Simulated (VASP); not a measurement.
**A VASP 6.6.1 relaxation on HgSe**

INCAR

```
ENCUT = 600
LCHARG = .FALSE.
LWAVE = .FALSE.
LASPH = .TRUE.
GGA = CA
ISIF = 3
EDIFF = 1E-7
IBRION = 2
LREAL = .FALSE.
NBANDS = 16
EDIFFG = -0.01
PREC = Accurate
ISMEAR = -1
NSW = 40
NELM = 120
SIGMA = 0.02
```

KPOINTS

```
KPOINTS created by Atomic Simulation Environment
0
Gamma
6 6 6
0 0 0
```

POSCAR

```
Hg Se
 1.0000000000000000
    -0.0000000000000000    3.1297067988566041    3.1297067988566041
     3.1297067988566045    0.0000000000000000    3.1297067988566041
     3.1297067988566045    3.1297067988566041    0.0000000000000000
 Hg  Se
   1   1
Cartesian
  0.0000000000000000 -0.0000000000000000  0.0000000000000000
  1.5648533994283023  1.5648533994283020  1.5648533994283020
```

The recommended LDA PAW datasets give the neutral cell 18 valence electrons.

Command

```
mpirun -np 1 vasp_std
```

OSZICAR

```
N       E                     dE             d eps       ncg     rms          rms(c)
DAV:   1     0.119023640878E+03    0.11902E+03   -0.90456E+03   512   0.111E+03
DAV:   2    -0.903763164026E+00   -0.11993E+03   -0.11105E+03   584   0.244E+02
DAV:   3    -0.569952638030E+01   -0.47958E+01   -0.47820E+01   648   0.512E+01
DAV:   4    -0.572241603312E+01   -0.22890E-01   -0.22889E-01   624   0.354E+00
DAV:   5    -0.572254560772E+01   -0.12957E-03   -0.12957E-03   664   0.239E-01    0.647E+00
DAV:   6    -0.543643613121E+01    0.28611E+00   -0.47320E-01   728   0.964E+00    0.523E+00
DAV:   7    -0.542208287992E+01    0.14353E-01   -0.93245E-02   592   0.219E+00    0.242E+00
DAV:   8    -0.541839307346E+01    0.36898E-02   -0.11362E-02   568   0.126E+00    0.158E-01
DAV:   9    -0.541811598700E+01    0.27709E-03   -0.11570E-03   672   0.467E-01    0.441E-02
DAV:  10    -0.541810476867E+01    0.11218E-04   -0.10262E-04   568   0.102E-01    0.314E-02
...
       N       E                     dE             d eps       ncg     rms          rms(c)
DAV:   1    -0.560024656467E+01   -0.12209E+00   -0.21218E+00   560   0.165E+01    0.273E+00
DAV:   2    -0.549810789213E+01    0.10214E+00   -0.21216E-01   536   0.640E+00    0.103E+00
DAV:   3    -0.548724429275E+01    0.10864E-01   -0.23693E-02   648   0.152E+00    0.975E-01
DAV:   4    -0.548568619196E+01    0.15581E-02   -0.23752E-03   568   0.356E-01    0.138E-01
DAV:   5    -0.548556889084E+01    0.11730E-03   -0.44809E-04   632   0.316E-01    0.296E-02
DAV:   6    -0.548556340813E+01    0.54827E-05   -0.80697E-05   520   0.107E-01    0.134E-02
DAV:   7    -0.548556434656E+01   -0.93843E-06   -0.10533E-06   672   0.826E-03    0.532E-03
DAV:   8    -0.548556434015E+01    0.64117E-08   -0.44858E-07   576   0.823E-03
   3 F= -.54855643E+01 E0= -.54853875E+01  d E =-.674598E-01
```

Standard output (part)

```
POSCAR found type information on POSCAR HgSe
 POSCAR found :  2 types and       2 ions
 LDA part: xc-table for (Slater(with rela. corr.)+CA(PZ))
 , standard interpolation
 POSCAR, INCAR and KPOINTS ok, starting setup
 WAVECAR not read
 entering main loop
 curvature:   0.00 expect dE= 0.000E+00 dE for cont linesearch  0.000E+00
 search vector abs. value=  0.167E+00
 bond charge predicted
 trial-energy change:   -0.060051  1 .order   -0.052490   -0.166923    0.061942
 bond charge predicted
 curvature:  -0.36 expect dE=-0.620E-09 dE for cont linesearch -0.620E-09
 search vector abs. value=  0.183E-08
 reached required accuracy - stopping structural energy minimisation
```

From OUTCAR

```
k-points           NKPTS =     16   k-points in BZ     NKDIM =     16   number of bands    NBANDS=     16

   NELECT =      18.0000    total number of electrons

   dimension x,y,z NGX =    36 NGY =   36 NGZ =   36
   dimension x,y,z NGXF=    72 NGYF=   72 NGZF=   72

  energy-cutoff  :      600.00
  volume of cell :       56.30
      direct lattice vectors                 reciprocal lattice vectors
    -0.000000000  3.041995654  3.041995654    -0.164365784  0.164365784  0.164365784
     3.041995654 -0.000000000  3.041995654     0.164365784 -0.164365784  0.164365784
     3.041995654  3.041995654  0.000000000     0.164365784  0.164365784 -0.164365784

 k-points in reciprocal lattice and weights: KPOINTS created by Atomic Simulation Env
   0.00000000  0.00000000  0.00000000       0.005
   0.16666667  0.00000000  0.00000000       0.037
   0.33333333  0.00000000  0.00000000       0.037
   0.50000000  0.00000000  0.00000000       0.019
   0.16666667  0.16666667  0.00000000       0.028
   0.33333333  0.16666667  0.00000000       0.111
   0.50000000  0.16666667 -0.00000000       0.111
  -0.33333333  0.16666667  0.00000000       0.111
   ...

 E-fermi :   1.6297

 k-point     1 :       0.0000    0.0000    0.0000
  band No.  band energies     occupation
      1     -11.8821      2.00000
      2      -5.5878      2.00000
      3      -5.5878      2.00000
      4      -5.5878      2.00000
      5      -4.8431      2.00000
      6      -4.8431      2.00000
      7       0.5018      2.00000
      8       1.6159      1.33334
      9       1.6159      1.33334
     10       1.6159      1.33334
     11       7.0009      0.00000
     12       7.0009      0.00000
     13       7.0009      0.00000
     14       9.8440      0.00000
     15      12.9117      0.00000
     16      12.9117      0.00000

 k-point     2 :       0.1667    0.0000    0.0000
  band No.  band energies     occupation
      1     -11.7667      2.00000
      2      -5.5363      2.00000
      3      -5.5363      2.00000
      4      -5.5342      2.00000
      5      -4.8461      2.00000
      6      -4.8461      2.00000
      7      -0.7732      2.00000
      8       1.3454      2.00000
      9       1.3454      2.00000
     10       2.3447      0.00000
     11       6.5729      0.00000
     12       7.3558      0.00000
     13       7.3558      0.00000
     14      11.1256      0.00000
     15      11.7577      0.00000
     16      11.7577      0.00000

 k-point     3 :       0.3333    0.0000    0.0000
  band No.  band energies     occupation
      1     -11.5251      2.00000
      2      -5.4489      2.00000
      3      -5.4489      2.00000
      4      -5.2070      2.00000
      5      -4.8249      2.00000
      6      -4.8249      2.00000
      7      -2.6373      2.00000
      8       0.8594      2.00000
      9       0.8594      2.00000
     10       2.6183      0.00000
     11       7.4437      0.00000
     12       7.7372      0.00000
     13       7.7372      0.00000
     14      10.6256      0.00000
     15      12.0551      0.00000
     16      12.0551      0.00000

 ...

  Total        0.0001546      0.0001546      0.0001546      0.0000000      0.0000000      0.0000000
  in kB        0.0044008      0.0044008      0.0044008      0.0000000      0.0000000      0.0000000
  external PRESSURE =       0.0044008 kB  Pullay stress =       0.0000000 kB

 POSITION                                       TOTAL-FORCE (eV/Angst)
 -----------------------------------------------------------------------------------
      0.00000     -0.00000      0.00000         0.000000      0.000000      0.000000
      1.52100      1.52100      1.52100        -0.000000     -0.000000     -0.000000
 -----------------------------------------------------------------------------------
    total drift:                               -0.000000     -0.000000     -0.000000

  FREE ENERGIE OF THE ION-ELECTRON SYSTEM (eV)
  ---------------------------------------------------
  free  energy   TOTEN  =        -5.4855643402 eV

  energy  without entropy=       -5.4852106924  energy(sigma->0) =       -5.48538752
```

```csv
ionic step,ΔE (meV/atom),volume (Å³),largest force (eV/Å),pressure (GPa),electronic steps
1,0.0,61.31,0.000,-3.97,13
2,-30.0,54.82,0.000,1.65,10
3,-33.7,56.30,0.000,0.00,8
```

It converged. Results: relaxed cell vector lengths 4.302, 4.302, 4.302 Å; relaxed cell volume 56.30 Å³.

For comparison, a separate LDA relaxation on usual settings, not on those above, ends at 56.30 Å³.

The run above took about 17 s on one core of a shared host (Intel Xeon 6975P-C) and held 0.18 GiB at most.
